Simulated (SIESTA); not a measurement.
Runs of SIESTA 5.4.2 on Ir. The structure is cubic, space group Fm-3m (No. 225). Conventional cell: a = 3.831 Å, b = 3.831 Å, c = 3.831 Å, α = 90.00°, β = 90.00°, γ = 90.00°. Ir (site symmetry m-3m) is surrounded by 12 Ir at 2.71 Å. 

| task | level | potentials or basis | cell | gap on the mesh (eV) | pressure (GPa) | V0 of scaled cells (Å³/atom) | B0 (GPa) |
| --- | --- | --- | --- | --- | --- | --- | --- |
| band structure | LDA | PseudoDojo 0.4 standard (LDA files), DZP (energy shift 0.003 Ry; two zetas on semicore shells) | as given | none | (b) | - | - |
| equation of state | LDA | PseudoDojo 0.4 standard (LDA files), DZP (energy shift 0.003 Ry; two zetas on semicore shells) | as given | - | - | 13.95 | 400 |
| single point | PBEsol | PseudoDojo 0.4 standard (PBE files), DZP (energy shift 0.003 Ry; two zetas on semicore shells) | cell strained at random at fixed volume | none | 3.6 | - | - |
| equation of state | PBEsol | PseudoDojo 0.4 standard (PBE files), DZP (energy shift 0.003 Ry; two zetas on semicore shells) | as given | - | - | 14.17 | 389 |
| single point | PBEsol | PseudoDojo 0.4 standard (PBE files), DZP (energy shift 0.003 Ry; two zetas on semicore shells) | as given | none | (a) | - | - |

Alike in all rows: no spin polarisation; k mesh 12 × 12 × 12; smearing fermi-dirac 0.05 eV; grid cutoff 800 Ry; energy shift 0.003 Ry.

Problem. Estimate the missing entries.

Solution. (a) 3.2; (b) -3.0.

Caveats: short orbitals over semicore shells can move pressures by several GPa; the valence orbitals were made in a potential fitted to the semicore shell under them, which widens gaps by tenths of an eV or more; the basis of atomic orbitals isn't converged, which shifts pressures, moduli and gaps; the potentials were made for another functional, which shifts forces and pressure (some runs); spin-orbit coupling is left out, which moves the levels of the heavy elements (some runs).

A k mesh can miss the band edges, and the runs leave out spin-orbit coupling on Ir.

A gap of «none» marks a metal or a gap under the smearing width.
